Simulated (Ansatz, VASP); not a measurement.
# GaP in VASP and in Ansatz

```
CELL_PARAMETERS angstrom
0.00000 2.67591 2.67591
2.67591 0.00000 2.67591
2.67591 2.67591 0.00000
ATOMIC_POSITIONS crystal
Ga 0.00000 0.00000 0.00000
P 0.25000 0.25000 0.25000
```

Alike in both runs: task single point; functional r2SCAN; k mesh 6 × 6 × 6; no spin polarisation.

```csv
,VASP,Ansatz
version,VASP 6.6.1,Ansatz 0.2.0
potentials or method,"VASP PAW PBE potentials, release 64 (Ga_d, P)","plane waves, PAW"
plane-wave cutoff (eV),520,600
occupations,"gaussian, width 0.01 eV",fixed
valence electrons in the cell,18,18
```

```csv
,VASP,Ansatz,Ansatz less VASP
pressure (GPa),5.5,5.5,+0.03
```

Ansatz warned: «stress_scf_threshold_loose».

Caveats: the PAW data sets were made with another functional, which shifts forces and pressure a little (VASP). A k mesh can miss the band edges. r2SCAN opens gaps a little over a GGA but as a rule still falls short of measured ones.
